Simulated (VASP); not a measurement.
Here is a VASP 6.6.1 calculation.

INCAR

```
SYSTEM = CaH
ALGO = Normal
EDIFF = 1E-6
EDIFFG = -0.01
ENCUT = 600
GGA = PE
IBRION = 2
ISIF = 3
ISMEAR = 0
LASPH = .True.
LCHARG = .False.
LREAL = .False.
LWAVE = .False.
NELM = 80
NSW = 40
PREC = Accurate
SIGMA = 0.05
```

Contents of KPOINTS:

```
k-points
0
Gamma
  9 9 9
  0 0 0
```

File POSCAR:

```
CaH
1.0
    0.0000000000      2.5728200000      2.5728200000
    2.5728200000      0.0000000000      2.5728200000
    2.5728200000      2.5728200000      0.0000000000
Ca H
1 1
Direct
    0.5000000000      0.5000000000      0.5000000000
    0.0000000000      0.0000000000      0.0000000000
```

Potentials or basis: VASP PAW PBE potentials, release 64 (Ca_sv, H).

Launch:

```sh
$ cat potpaw_PBE.64/Ca_sv/POTCAR potpaw_PBE.64/H/POTCAR > POTCAR
$ mpirun -np 1 vasp_std > vasp.out
```

(1) What does it give for the relaxed volume?

(2) What does it give for the band gap on the k mesh?

Answers

(1) 17.07 Å³/atom.

(2) none (metal or under the smearing width).
